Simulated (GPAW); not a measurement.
Runs of GPAW 26.7.0 on C. The structure is cubic, space group Fd-3m (No. 227). Conventional cell: a = 3.567 Å, b = 3.567 Å, c = 3.567 Å, α = 90.00°, β = 90.00°, γ = 90.00°. C (site symmetry -43m) is surrounded by 4 C at 1.54 Å. This isn't the form of C at room conditions, which is graphite.

```tsv
task	level	potentials or basis	cell	k mesh	cutoff (eV)	smearing	maxiter	eps inf used	exx fraction	response ecut	frequency	other keys	mesh quality	gap on the mesh (eV)	pressure (GPa)
hybrid scf	PBE-EpsX	GPAW PAW data sets (gpaw-data 1.2.1), pw	as given	7 × 7 × 7	600	fermi-dirac 0.001 eV	40	5.786	0.173	-	-	-	coarse	(b)	-
hybrid scf	r2SCANh+D4	GPAW PAW data sets (gpaw-data 1.2.1), pw	as given	7 × 7 × 7	600	fermi-dirac 0.001 eV	40	-	0.1	-	-	-	coarse	5.19	-
single point	PBE	GPAW PAW data sets (gpaw-data 1.2.1), pw	as given	10 × 10 × 10	600	fermi-dirac 0.05 eV	80	-	-	-	-	-	not flagged	4.17	2.2
dielectric tensor	PBE	GPAW PAW data sets (gpaw-data 1.2.1), pw	as given	10 × 10 × 10	600	fermi-dirac 0.001 eV	150	-	-	80 eV	-	-	not flagged	4.17	-
single point	LDA	the program's PAW data sets (release 1.2.1) made for this functional, pw	as given	10 × 10 × 10	650	fermi-dirac 0.05 eV	80	-	-	-	-	-	not flagged	4.14	-12.9
gruneisen	PBE+D4	GPAW PAW data sets (gpaw-data 1.2.1), pw	relaxed	9 × 9 × 9	680	fermi-dirac 0.05 eV	150	-	-	-	-	-	not flagged	4.18	0.0
one-shot levels on a semilocal density	TPSS	GPAW PAW data sets (gpaw-data 1.2.1), pw	as given	9 × 9 × 9	600	fermi-dirac 0.05 eV	80	-	-	-	-	several, not listed	not flagged	(a)	-
```

Alike in all rows: no spin polarisation.

Task: Fill in the values left out.

Result: (a) 4.21; (b) 5.57.

Caveats: some runs use coarse meshes; an odd mesh through Γ misses points on the zone boundary, where band edges often lie (some runs); the PAW data sets were made with another functional, which shifts forces and pressure a little (some runs); the cutoff is short for stress and forces, so pressures can be off by a GPa or more (some runs); the scaled meta-GGA exchange is a class typed in the script (some runs); the long-wavelength limit can be off by a per cent or two (some runs); the density grid can change from cell to cell, which puts small steps into energies and stress (some runs); energy and the plain gap are those of the semilocal run (some runs).
